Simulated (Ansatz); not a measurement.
# How high a cutoff does the level of V_Mg in KMgF3 (Pm-3m) need?

Question: how much does the plane-wave cutoff change the (−1/−2) level of V_Mg in KMgF3 (Pm-3m), and what does each choice cost? Model: a cell of 40 host atoms with 1 Mg taken out.

Method: plane-wave PAW DFT; relaxations with PBE, then single points with PBE, on supercells at fixed charge in a uniform background, in Ansatz 0.2.0.

## (1) Set-up

The cell holds 39 atoms: 8 K, 7 Mg and 24 F. Its edges and angles: a = 8.108 Å, b = 8.108 Å, c = 8.108 Å, α = 90.0°, β = 90.0°, γ = 90.0°. It derives from KMgF3 (space group Pm-3m). Nearest the centre at fractional (0.500, 0.500, 0.500): F37 at 2.03 Å, F38 at 2.03 Å, F20 at 2.03 Å, F34 at 2.03 Å, F28 at 2.03 Å, F39 at 2.03 Å, K36 at 3.51 Å, K11 at 3.51 Å. The cell carries charge −2.

Structure file:

```xyz
39
Lattice="8.1077 0.0000 0.0000 0.0000 8.1077 0.0000 0.0000 0.0000 8.1077" Properties=species:S:1:pos:R:3 pbc="T T T"
K     2.0269    2.0269    2.0269
Mg    0.0000    0.0000    0.0000
F     0.0000    2.0269    0.0000
F     0.0000    0.0000    2.0269
F     2.0269    0.0000    0.0000
K     2.0269    2.0269    6.0808
Mg    0.0000    0.0000    4.0539
F     0.0000    2.0269    4.0539
F     0.0000    0.0000    6.0808
F     2.0269    0.0000    4.0539
K     2.0269    6.0808    2.0269
Mg    0.0000    4.0539    0.0000
F     0.0000    6.0808    0.0000
F     0.0000    4.0539    2.0269
F     2.0269    4.0539    0.0000
K     2.0269    6.0808    6.0808
Mg    0.0000    4.0539    4.0539
F     0.0000    6.0808    4.0539
F     0.0000    4.0539    6.0808
F     2.0269    4.0539    4.0539
K     6.0808    2.0269    2.0269
Mg    4.0539    0.0000    0.0000
F     4.0539    2.0269    0.0000
F     4.0539    0.0000    2.0269
F     6.0808    0.0000    0.0000
K     6.0808    2.0269    6.0808
Mg    4.0539    0.0000    4.0539
F     4.0539    2.0269    4.0539
F     4.0539    0.0000    6.0808
F     6.0808    0.0000    4.0539
K     6.0808    6.0808    2.0269
Mg    4.0539    4.0539    0.0000
F     4.0539    6.0808    0.0000
F     4.0539    4.0539    2.0269
F     6.0808    4.0539    0.0000
K     6.0808    6.0808    6.0808
F     4.0539    6.0808    4.0539
F     4.0539    4.0539    6.0808
F     6.0808    4.0539    4.0539
```

Screening for the image-charge correction: ε∞ = 2.10, ε0 = 8.18, computed on the host (DFPT, PBEsol).

The cell's shortest repeat is 8.1 Å.

## (2) Relaxing both charge states, PBE

The study needs fixed structures, so each charge is relaxed once, at the zone centre alone, from small random displacements that break the symmetry of the site.

Contents of qm2.relax/input.yaml:

```yaml
crystal:
  lattice:
    - [4.05385588, 0.0, 0.0]
    - [0.0, 4.05385588, 0.0]
    - [0.0, 0.0, 4.05385588]
  atoms:
    - { symbol: K, position: [0.5, 0.5, 0.5] }
    - { symbol: Mg, position: [0.0, 0.0, 0.0] }
    - { symbol: F, position: [0.0, 0.5, 0.0] }
    - { symbol: F, position: [0.0, 0.0, 0.5] }
    - { symbol: F, position: [0.5, 0.0, 0.0] }
  supercell: [2, 2, 2]
  defects: [{ vacancy: 36 }]
total_charge: -2
basis:
  ecutwfc: 420
  xc_grid: 2
hamiltonian:
  xc: pbe
kpoints:
  mp_grid: { grid: [1, 1, 1] }
scf:
  occupations: { method: fixed }
  max_iter: 60
output:
  forces: true
  charged_corrections:
    epsilon: 2.1
    static_epsilon: 8.18
    defect_position: [0.5, 0.5, 0.5]
relax:
  f_tol: 0.02
  max_steps: 60
  random_displacement: { amplitude: 0.05, seed: 7798 }
checkpoint:
  write: "../qm2.relax.run"
  compress: false
  write_wavefunctions: true
  write_every: 100000
```

Started as:

```sh
ansatz run input.yaml --threads 4 --pin off --max-ram 9420MiB --backend cpu --events-out ev --progress --plain --runs-dir out
```

Numbers of over 12 decimals in the logs are rounded to 6 here.

Output:

```text
[... repeated set-up lines and file paths are left out, and long positions are rounded to six places ...]
Engine: ansatz 0.2.0, aarch64-unknown-linux-gnu
Pseudopotentials: kind: paw
Pseudopotential: K, paw, valence charge 9, recommended cutoff 420 eV (normal), K.paw.azcp
Pseudopotential: Mg, paw, valence charge 10, recommended cutoff 420 eV (normal), Mg.paw.azcp
Pseudopotential: F, paw, valence charge 7, recommended cutoff 420 eV (normal), F.paw.azcp
Functional definition: PBE
  parameter kappa = 0.804
  parameter beta = 0.066725
  exchange = pbe_x(kappa = kappa, mu = beta*pi^2/3)
  correlation = pbe_c(beta = beta)
Crystal: 39 atoms, lattice volume = 532.960 Å³
Basis set: ecut = 420 eV, 10395 PW (Γ), exchange–correlation on 120×120×120 points (8 copies of the dense FFT grid, shifted against one another)
Bands: 195, of which v1, the nominal top of the filled ones, is band 156 counted from 1 (155 counted from 0)
Symmetry: 1 space group operations
k-points: 1
Non-local potential: K, projectors of the file, l = 0: 3, l = 1: 2, l = 2: 2
Non-local potential: Mg, projectors of the file, l = 0: 3, l = 1: 2, l = 2: 1
Non-local potential: F, projectors of the file, l = 0: 2, l = 1: 2, l = 2: 1
PAW form: soft (Blöchl's): semilocal exchange-correlation on the pseudo side does not see the compensation charge
PAW one-centre angular grid: K, 110 points (default); XC on 64 Gauss nodes
PAW one-centre angular grid: Mg, 110 points (default); XC on 64 Gauss nodes
PAW one-centre angular grid: F, 110 points (default); XC on 64 Gauss nodes
Initial density: superposition of atomic densities (neutral atoms scaled as one to the charged cell's electrons: chi_scale 0, normalization atom), corrected by the library's trained network
Initial wavefunctions: pseudopotential atomic-orbital guess
Functional: x = pbe(κ = 0.804, μ = 0.219515), c = pbe(β = 0.066725)
SCF iter   1: F=—  HF=-45215.835201 eV  |F-HF|=—  |Δ(HF+E_count)|=         —  Δρ=1.86e-2  dr2=2.02e0  ethr=1.77e-3  ⟨swp⟩=5.0  Hψ=634  notcnv=0  defer=33
preconditioner: auto → Resta (q_TF=auto, 2.495 Å⁻¹)  ε∞=3.0  [insulator: Δε(μ)=5.914 eV  Ē_g=17.806 eV  n_scr=146 (ndim 8)  ℏωp=24.9 eV  f_vac=0.051  ε∞_Penn≈3.0]
SCF iter   2: F=—  HF=-45215.197090 eV  |F-HF|=—  |Δ(HF+E_count)|=   6.38e-1  Δρ=6.79e-3  dr2=3.88e-1  ethr=6.48e-4  ⟨swp⟩=2.0  Hψ=285  notcnv=0  defer=33
SCF iter   3: F=—  HF=-45215.061018 eV  |F-HF|=—  |Δ(HF+E_count)|=   1.36e-1  Δρ=2.63e-3  dr2=1.10e-1  ethr=1.24e-4  ⟨swp⟩=2.0  Hψ=284  notcnv=0  defer=36
SCF iter   4: F=—  HF=-45215.014635 eV  |F-HF|=—  |Δ(HF+E_count)|=   4.64e-2  Δρ=1.14e-3  dr2=6.43e-3  ethr=3.53e-5  ⟨swp⟩=3.0  Hψ=358  notcnv=0  defer=37
SCF iter   5: F=—  HF=-45215.018304 eV  |F-HF|=—  |Δ(HF+E_count)|=   3.67e-3  Δρ=7.42e-4  dr2=1.53e-3  ethr=2.06e-6  ⟨swp⟩=2.0  Hψ=312  notcnv=0  defer=37
SCF iter   6: F=—  HF=-45215.018114 eV  |F-HF|=—  |Δ(HF+E_count)|=   1.90e-4  Δρ=1.77e-4  dr2=1.33e-4  ethr=4.90e-7  ⟨swp⟩=2.0  Hψ=282  notcnv=0  defer=37
SCF iter   7: F=-45215.018185 eV  HF=-45215.018180 eV  |F-HF|=4.56e-6  |Δ(HF+E_count)|=   6.63e-5  Δρ=3.33e-5  dr2=5.44e-6  ethr=3.21e-9  ⟨swp⟩=3.0  Hψ=769  notcnv=0
SCF 1 converged in 7 iterations: F = -45215.018185 eV  dr2 = 5.44e-6
[...]
relax step   1: F+E_penalty+E_count = -45215.01818471 eV  Δ(F+E_penalty+E_count) = +0.000e0 eV  max|allowed force component| = 2.131e0 eV/Å  Δτ_max = 0.0000 Å  (7 SCF iters, dr2 threshold 1.00e-5 eV, accepted)
[...]
relax step   2: F+E_penalty+E_count = -45216.90999404 eV  Δ(F+E_penalty+E_count) = -1.892e0 eV  max|allowed force component| = 1.081e0 eV/Å  Δτ_max = 0.1950 Å  (7 SCF iters, dr2 threshold 1.00e-4 eV, accepted)
[...]
relax step   4: F+E_penalty+E_count = -45217.34322162 eV  Δ(F+E_penalty+E_count) = -1.927e-1 eV  max|allowed force component| = 1.497e-2 eV/Å  Δτ_max = 0.1536 Å  (6 SCF iters, dr2 threshold 2.97e-5 eV, accepted)
[...]
E_aug_tail   = 0.050251  (compensation charges beyond the density's cutoff)
  E_ewald      = -20175.319828
  E_smearing   = -0.000000  (= −TS)
  E_closure    = 0.000000  (closes the sum)
  E_deformation_potential = -26.496785  (in the stress; not in F)
  Σ components = -45217.343224   (vs F -45217.343224, Δ=0.00e0)
--- Forces (eV/Å), atoms counted from 1 ---
  atom   1  K     -0.00024141    -0.00405266    -0.00742505
  atom   2  Mg     0.00013175    -0.00067176     0.00393045
  atom   3  F      0.00544844    -0.00195446     0.00522582
  atom   4  F      0.00161982    -0.00134158    -0.00253229
  atom   5  F     -0.00267753     0.00130642     0.00176597
  atom   6  K     -0.00551047     0.00459438    -0.00075866
  atom   7  Mg     0.00413843     0.00164537     0.00080448
  atom   8  F      0.00125112    -0.00158167     0.00077538
  atom   9  F      0.00044011    -0.00156630     0.00569417
  atom  10  F      0.00038944    -0.00047657     0.00275748
  atom  11  K     -0.00264370    -0.00158870    -0.00575132
  atom  12  Mg    -0.00174152    -0.00275488     0.00052068
  atom  13  F      0.00081460     0.00857424    -0.00126332
  atom  14  F      0.00103121     0.00010823     0.00396844
[...]
atom  35  F      0.00382822    -0.00100066     0.00371651
  atom  36  K     -0.00949206     0.00616725    -0.00386417
  atom  37  F      0.00063230     0.01029499    -0.00150627
  atom  38  F      0.00492493     0.00097531     0.01493498
  atom  39  F      0.01203107     0.00541676     0.00590884
  max |Σ_I F_I| component: 2.29e-4 eV/Å
--- Charged-cell corrections in eV (Makov–Payne, q = -2.000 e, ε = 8.180) ---
  F (periodic)     = -45217.343224  (uncorrected; the corrections below are reported, never added to it)
  E_corr1          = +1.232069  (monopole, q²α_M/2εL)
  F Makov-Payne    = -45216.111155  (F + E_corr1; no measured alignment; for a localised charge, not one spread in a band: unchecked)
  no potential alignment in this run, which stands beside a crystal: run the host's input off ansatz write-host-input, and read the two finished runs by ansatz place-levels (neither reads a slab, a wire or a sheet, whose cell leaves a vacuum)
--- Band table (eV) ---
  k-point 0: bands = ["-69.1878", "-69.1693", "-69.1683", "-69.1677", [... 187 left out ...] "14.6297", "14.6305", "14.6317", "14.6840"]
--- Relaxed structure (5 steps of the walk, 5 accepted, 0 SCFs on fresh bases) ---
  F+E_penalty+E_count = -45217.34322424 eV   max|allowed force component| = 1.494e-2 eV/Å
  atoms:
    - { symbol: K, position: [0.268688, 0.268414, 0.269585] }
    - { symbol: Mg, position: [0.000193, 1.0713035607647646e-5, 0.000634] }
    - { symbol: F, position: [-0.001725, 0.250095, -0.000663] }
    - { symbol: F, position: [-0.000836, 0.001229, 0.250746] }
    - { symbol: F, position: [0.250255, 0.001489, 0.001567] }
    - { symbol: K, position: [0.268565, 0.267816, 0.733015] }
    - { symbol: Mg, position: [0.000271, 8.900210609933957e-5, 0.500671] }
    - { symbol: F, position: [0.000702, 0.246767, 0.501554] }
    - { symbol: F, position: [0.001171, -0.001032, 0.750524] }
    - { symbol: F, position: [0.246954, -1.5082780905066943e-5, 0.499855] }
    - { symbol: K, position: [0.268609, 0.732047, 0.269378] }
    - { symbol: Mg, position: [0.000314, 0.500035, 0.000794] }
    - { symbol: F, position: [0.001738, 0.749841, 0.001712] }
    - { symbol: F, position: [0.000656, 0.499070, 0.247359] }
    - { symbol: F, position: [0.246932, 0.498667, 0.000820] }
    - { symbol: K, position: [0.268546, 0.732384, 0.733739] }
    - { symbol: Mg, position: [0.000344, 0.500129, 0.500773] }
    - { symbol: F, position: [-0.000125, 0.753432, 0.499593] }
    - { symbol: F, position: [-0.000206, 0.500894, 0.754176] }
    - { symbol: F, position: [0.232371, 0.500674, 0.501550] }
    - { symbol: K, position: [0.732853, 0.268000, 0.268896] }
    - { symbol: Mg, position: [0.500191, 4.171255976743668e-5, 0.000960] }
    - { symbol: F, position: [0.501578, 0.246643, 0.000913] }
    - { symbol: F, position: [0.500947, -7.717608197498299e-5, 0.247570] }
[...]
- { symbol: K, position: [0.732472, 0.268493, 0.733322] }
    - { symbol: Mg, position: [0.500464, 0.000145, 0.500998] }
[...]
- { symbol: K, position: [0.732290, 0.732412, 0.269133] }
    - { symbol: Mg, position: [0.500336, 0.499996, 0.000911] }
[...]
- { symbol: F, position: [0.500487, 0.499975, 0.232974] }
    - { symbol: F, position: [0.753590, 0.501460, 0.000852] }
    - { symbol: K, position: [0.732833, 0.731893, 0.733154] }
    - { symbol: F, position: [0.500597, 0.768115, 0.501296] }
    - { symbol: F, position: [0.500237, 0.500006, 0.768847] }
    - { symbol: F, position: [0.768306, 0.499715, 0.500415] }
[key lines of the parts left out:]
SCF converged after 4 iterations
Free energy (F): -45217.343224 eV
Fermi energy:    2.362305 eV
```

Wall time 11 s (4 threads of Arm Neoverse V1, shared host); peak memory 0.67 GiB.

The steps of the relaxation:

```
step  energy less that of the first step (eV)  largest force component (eV/Å)
   1                                   0.0000                          2.1309
   2                                  -1.8918                          1.0809
   3                                  -2.1324                          0.4316
   4                                  -2.3250                          0.0150
   5                                  -2.3250                          0.0149
```

The atoms that moved most (Å, from the sites as typed, ahead of the random displacement, the mean shift of all atoms taken out):

```
atom      dx      dy      dz  length
  K1   0.149   0.149   0.152   0.259
 K11   0.148  -0.146   0.150   0.257
 K31  -0.146  -0.143   0.148   0.253
  K6   0.148   0.144  -0.145   0.252
 K26  -0.145   0.149  -0.142   0.252
 K36  -0.142  -0.147  -0.144   0.250
 K21  -0.142   0.145   0.146   0.250
 K16   0.148  -0.143  -0.139   0.248
```

The relaxed structure:

```xyz
39
Lattice="8.1077 0.0000 0.0000 0.0000 8.1077 0.0000 0.0000 0.0000 8.1077" Properties=species:S:1:pos:R:3 pbc="T T T"
K     2.1784    2.1762    2.1857
Mg    0.0016    0.0001    0.0051
F    -0.0140    2.0277   -0.0054
F    -0.0068    0.0100    2.0330
F     2.0290    0.0121    0.0127
K     2.1774    2.1714    5.9431
Mg    0.0022    0.0007    4.0593
F     0.0057    2.0007    4.0665
F     0.0095   -0.0084    6.0850
F     2.0022   -0.0001    4.0527
K     2.1778    5.9352    2.1840
Mg    0.0025    4.0541    0.0064
F     0.0141    6.0795    0.0139
F     0.0053    4.0463    2.0055
F     2.0021    4.0430    0.0066
K     2.1773    5.9380    5.9489
Mg    0.0028    4.0549    4.0601
F    -0.0010    6.1086    4.0506
F    -0.0017    4.0611    6.1146
F     1.8840    4.0593    4.0664
K     5.9418    2.1729    2.1801
Mg    4.0554    0.0003    0.0078
F     4.0667    1.9997    0.0074
F     4.0615   -0.0006    2.0072
F     6.0813   -0.0152   -0.0023
K     5.9387    2.1769    5.9456
Mg    4.0576    0.0012    4.0619
F     4.0585    1.8825    4.0606
F     4.0474    0.0023    6.1155
F     6.1109    0.0029    4.0667
K     5.9372    5.9382    2.1821
Mg    4.0566    4.0538    0.0074
F     4.0434    6.1081    0.0073
F     4.0578    4.0537    1.8889
F     6.1099    4.0657    0.0069
K     5.9416    5.9340    5.9442
F     4.0587    6.2277    4.0644
F     4.0558    4.0539    6.2336
F     6.2292    4.0515    4.0572
```

Neighbours of the ideal centre at the end:

```
atom  distance (Å)
 F34         2.165
 F20         2.170
 F28         2.171
 F37         2.174
 F39         2.175
 F38         2.180
  K1         3.245
 K11         3.249
 K31         3.256
 K21         3.258
  K6         3.261
 K26         3.264
 K16         3.265
 K36         3.267
```

```
charge  moment set (μB)  steps  largest displacement (Å)  time
    −2                0      5                      0.26  11 s
    −1                1      6                      0.21  58 s
```

The relaxation ends 60 meV an atom lower than the displaced start, with a largest force component of 0.015 eV/Å.

[end of part 1 of 2]

[Logs are printed without paths, hosts, clocks, repeated set-up lines and the standing remarks that a program may print on its own settings, such as how far it seeks lower states.]

[Hosts, paths, dates, database ids (printed as entryN), source tags and the programs' standing remarks are cut or masked in the printed files.]

[Where a table of states has a column of steps, it counts the stored structures, which are thinned; the runs took as many ionic steps or more.]

[For some hosts the program warned that the k-mesh of the response run may be too coarse for force constants and the static dielectric constant; such warnings are not shown here.]
